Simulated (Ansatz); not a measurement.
A series in volume scale on Nb

Plane-wave DFT, scalar-relativistic PAW made under PBE with cores redone for the functional, no dispersion; the given relaxed cell is scaled uniformly, energy at zero smearing counts from the unscaled cell, pressure at the given Fermi-Dirac smearing is positive in compression. The results are calculated, by Ansatz 0.2.0.

The cell before it is scaled or strained (space group P6/mmm, No. 191):
```
cell vectors (Å)
   4.9036     0.0000     0.0000
  -2.4518     4.2466     0.0000
   0.0000     0.0000     2.6990
atoms (fractions of the cell vectors)
Nb  1.00000  1.00000  0.00000
Nb  0.33333  0.66667  0.50000
Nb  0.66667  0.33333  0.50000
```

Settings of every row: spin polarised no; functional revPBE; wave cutoff 420 eV; smearing width 0.1 eV; k mesh 9x9x13.

Atom starting moment: 0 on all atoms.

Limits: the cell comes from a prototype or a list of computed structures and needn't be the stable phase.

```csv
row,volume scale,V (Å³/atom),energy change per atom (meV),pressure (GPa)
1,0.88,16.486,160.49,25.79
2,0.92,17.236,65.8,15.47
3,0.96,17.985,14.93,7
4,1.04,19.484,14.7,-5.73
5,1.08,20.233,?,?
6,1.12,20.982,113.17,-14.38
```

Question: what energy change per atom and pressure should row 5 give?

Worked fit of energy change per atom. Take u = (V_r/V)^(2/3) − 1 with V_r = 17.985 Å³ an atom, which is twice the finite (Eulerian) strain; such expansions in the strain, on which the Birch-Murnaghan equation of state is built, carry the rest volume and the bulk modulus. The shown rows have u = 0.05973, 0.02876, 0, -0.05197, -0.09765. Least squares give energy change per atom = 14.8 + 1133.72 × u + 21910.4 × u² meV; a straight line predicts inner rows, each left out in turn, worse (root mean square 63 against 0.47 meV). The rows lie off it by -0.20, 0.27, 0.13, -0.36, 0.15 (root mean square 0.24 meV). Its lowest point lies at u = -0.0259, or V = 18.71 Å³ an atom, and the curvature there gives the bulk modulus at fixed shape and fractions, B = (4/9)(1 + u)² E″(u)/V = 158 GPa. Letting shape and atoms relax would as a rule lower it, by much in layered, chain or molecular crystals. The withheld row has u = -0.07551, so the fit gives 14.8 + 1133.72 × (-0.07551) + 21910.4 × (-0.07551)² = 54.12 meV.

The calculation gave 53.85 meV. The fit lies 0.27 meV (0.19 % of the column's range) above it; its largest miss of a shown row is 0.36 meV.

Worked fit of pressure. Take u = (V_r/V)^(2/3) − 1 with V_r = 17.985 Å³ an atom, which is twice the finite (Eulerian) strain; such expansions in the strain, on which the Birch-Murnaghan equation of state is built, carry the rest volume and the bulk modulus. The shown rows have u = 0.05973, 0.02876, 0, -0.05197, -0.09765. Least squares give pressure = 7.023 + 277.75 × u + 602.2 × u² GPa; a straight line predicts inner rows, each left out in turn, worse (root mean square 1.7 against 0.072 GPa). The rows lie off it by 0.03, -0.04, -0.02, 0.06, -0.02 (root mean square 0.037 GPa). The pressure vanishes at u = -0.0268, or V = 18.73 Å³ an atom, and there the bulk modulus at fixed shape and fractions is B = −V dP/dV = (2/3)(1 + u) dP/du = 159 GPa. Letting shape and atoms relax would as a rule lower it, by much in layered, chain or molecular crystals. The withheld row has u = -0.07551, so the fit gives 7.023 + 277.75 × (-0.07551) + 602.2 × (-0.07551)² = -10.52 GPa.

The calculation gave -10.47 GPa. The fit lies 0.05 GPa (0.12 % of the column's range) below it; its largest miss of a shown row is 0.06 GPa.
